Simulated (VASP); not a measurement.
Method: LDA (Ceperley-Alder, Perdew-Zunger), VASP's LDA PAW potentials (set 64) (plane waves; VASP 6.6.1).

Input for VASP

File POSCAR:
```
ZrO2
1.0
  0.0000000000   2.5000581600   2.5000581600
  2.5000581600   0.0000000000   2.5000581600
  2.5000581600   2.5000581600   0.0000000000
Zr O
1 2
Cart
  0.0000000000   0.0000000000   0.0000000000
  1.2500290800   1.2500290800   1.2500290800
  3.7500872400   3.7500872400   3.7500872400
```

### INCAR
```
# general
SYSTEM   =  ZrO2
PREC     =  Accurate
ENCUT    =  620   # plane-wave cut-off (eV)
LREAL    =  F   # projection in real space or not
LASPH    =  T   # aspherical one-centre terms

# electronic loop
EDIFF    =  1E-6
NELM     =  100
ALGO     =  Normal
LMAXMIX  =  4   # l cut-off of mixed one-centre charges

# smearing
ISMEAR   =  0
SIGMA    =  0.05

# ions
IBRION   =  2
NSW      =  40   # most ionic steps
ISIF     =  3   # ions, shape and volume
EDIFFG   =  -0.02   # ionic stop
PSTRESS  =  100   # kbar

# output
LWAVE    =  F
LCHARG   =  F
```

File KPOINTS:
```
K-points
0
gamma
 8 8 8
0 0 0
```

POTCAR, in this order: Zr_sv O (LDA.64 set). Program: vasp_std.

The resulting files:

**OSZICAR**
```
       N       E                     dE             d eps       ncg     rms          rms(c)
DAV:   1     0.215353515307E+03    0.21535E+03   -0.16098E+04   928   0.177E+03
DAV:   2    -0.275179566750E+02   -0.24287E+03   -0.23851E+03  1168   0.415E+02
DAV:   3    -0.371849722562E+02   -0.96670E+01   -0.96563E+01  1392   0.844E+01
DAV:   4    -0.374547346137E+02   -0.26976E+00   -0.26971E+00  1264   0.106E+01
DAV:   5    -0.374577395939E+02   -0.30050E-02   -0.30050E-02  1312   0.106E+00    0.282E+01
DAV:   6    -0.315163987821E+02    0.59413E+01   -0.34054E+01  1008   0.466E+01    0.119E+01
DAV:   7    -0.314212916393E+02    0.95107E-01   -0.13539E+00  1256   0.978E+00    0.738E+00
DAV:   8    -0.313652907180E+02    0.56001E-01   -0.16211E-01  1232   0.413E+00    0.409E-01
DAV:   9    -0.313642242937E+02    0.10664E-02   -0.17225E-02  1192   0.940E-01    0.312E-01
DAV:  10    -0.313642348002E+02   -0.10506E-04   -0.43538E-03  1184   0.658E-01    0.147E-01
DAV:  11    -0.313642245857E+02    0.10215E-04   -0.12902E-03  1144   0.307E-01    0.116E-01
DAV:  12    -0.313641741133E+02    0.50472E-04   -0.24070E-04  1144   0.122E-01    0.566E-03
DAV:  13    -0.313641742850E+02   -0.17173E-06   -0.66232E-06  1072   0.232E-02
   1 F= -.29413567E+02 E0= -.29413567E+02  d E =-.294136E+02
       N       E                     dE             d eps       ncg     rms          rms(c)
DAV:   1    -0.315858127119E+02   -0.22164E+00   -0.10843E+01  1080   0.358E+01    0.758E+00
DAV:   2    -0.312997441883E+02    0.28607E+00   -0.94408E-01  1088   0.888E+00    0.284E+00
DAV:   3    -0.312456753321E+02    0.54069E-01   -0.24206E-01  1464   0.440E+00    0.541E-01
DAV:   4    -0.312480559358E+02   -0.23806E-02   -0.17074E-02  1416   0.976E-01    0.534E-01
DAV:   5    -0.312511399460E+02   -0.30840E-02   -0.23759E-03  1528   0.306E-01    0.223E-01
DAV:   6    -0.312523668860E+02   -0.12269E-02   -0.20017E-03  1464   0.276E-01    0.306E-02
DAV:   7    -0.312523772025E+02   -0.10316E-04   -0.26844E-05  1016   0.502E-02    0.159E-02
DAV:   8    -0.312523809150E+02   -0.37126E-05   -0.81654E-06  1328   0.272E-02    0.465E-03
DAV:   9    -0.312523809661E+02   -0.51101E-07   -0.19853E-07   584   0.483E-03
   2 F= -.29392539E+02 E0= -.29392539E+02  d E =0.210288E-01
       N       E                     dE             d eps       ncg     rms          rms(c)
DAV:   1    -0.314759143804E+02   -0.22353E+00   -0.45223E+00  1112   0.233E+01    0.476E+00
DAV:   2    -0.313629078117E+02    0.11301E+00   -0.41424E-01  1144   0.593E+00    0.190E+00
DAV:   3    -0.313379845581E+02    0.24923E-01   -0.92512E-02  1464   0.279E+00    0.308E-01
DAV:   4    -0.313386606329E+02   -0.67607E-03   -0.87354E-03  1424   0.716E-01    0.319E-01
DAV:   5    -0.313397012379E+02   -0.10406E-02   -0.74559E-04  1480   0.179E-01    0.169E-01
DAV:   6    -0.313404073599E+02   -0.70612E-03   -0.12280E-03  1488   0.217E-01    0.193E-02
DAV:   7    -0.313404076392E+02   -0.27924E-06   -0.26960E-05  1016   0.433E-02    0.129E-02
DAV:   8    -0.313404096379E+02   -0.19987E-05   -0.47027E-06  1024   0.214E-02    0.231E-03
DAV:   9    -0.313404096262E+02    0.11639E-07   -0.16770E-07   480   0.387E-03
   3 F= -.29421810E+02 E0= -.29421810E+02  d E =-.824283E-02
```

OUTCAR:
```
------------------------ aborting loop because EDIFF is reached ----------------------------------------
  FORCE on cell =-STRESS in cart. coord.  units (eV):
  Direction    XX          YY          ZZ          XY          YZ          ZX
  --------------------------------------------------------------------------------------
  Total        1.9073847      1.9073847      1.9073847     -0.0000000     -0.0000000     -0.0000000
  in kB       99.4154755     99.4154755     99.4154755     -0.0000000     -0.0000000     -0.0000000
  external PRESSURE =      -0.5845245 kB  Pullay stress =     100.0000000 kB
  volume of cell :       30.74
      direct lattice vectors                 reciprocal lattice vectors
     0.000000000  2.486308201  2.486308201    -0.201101376  0.201101376  0.201101376
     2.486308201  0.000000000  2.486308201     0.201101376 -0.201101376  0.201101376
     2.486308201  2.486308201 -0.000000000     0.201101376  0.201101376 -0.201101376
 POSITION                                       TOTAL-FORCE (eV/Angst)
 -----------------------------------------------------------------------------------
      0.00000      0.00000      0.00000         0.000000     -0.000000     -0.000000
      1.24315      1.24315      1.24315         0.000000      0.000000      0.000000
      3.72946      3.72946      3.72946        -0.000000     -0.000000     -0.000000
 -----------------------------------------------------------------------------------
    total drift:                                0.000000     -0.000000      0.000000
  FREE ENERGIE OF THE ION-ELECTRON SYSTEM (eV)
  ---------------------------------------------------
  free  energy   TOTEN  =       -31.3404096262 eV

  energy  without entropy=      -31.3404096262  energy(sigma->0) =      -31.34040963
  enthalpy is  TOTEN    =       -29.4218102419 eV   P V=        1.9185993843

 reached required accuracy - stopping structural energy minimisation
```
(Selected blocks of OUTCAR.)

File CONTCAR:
```
ZrO2
   1.00000000000000
     0.0000000000000000    2.4863082011165316    2.4863082011165316
     2.4863082011165316    0.0000000000000000    2.4863082011165316
     2.4863082011165316    2.4863082011165316   -0.0000000000000000
  Zr              O
     1     2
Direct
     0.0000000000000000    0.0000000000000000    0.0000000000000000
     0.2500000000000000    0.2500000000000000    0.2500000000000000
     0.7500000000000000    0.7500000000000000    0.7500000000000000
```

The compound is ZrO2 in the fluorite structure, the high-temperature cubic form, which is unstable at 0 K; the monoclinic form is the stable one. This run relaxes it under an external pressure of 10 GPa. Symmetry was kept, so distortions that lower it aren't found.
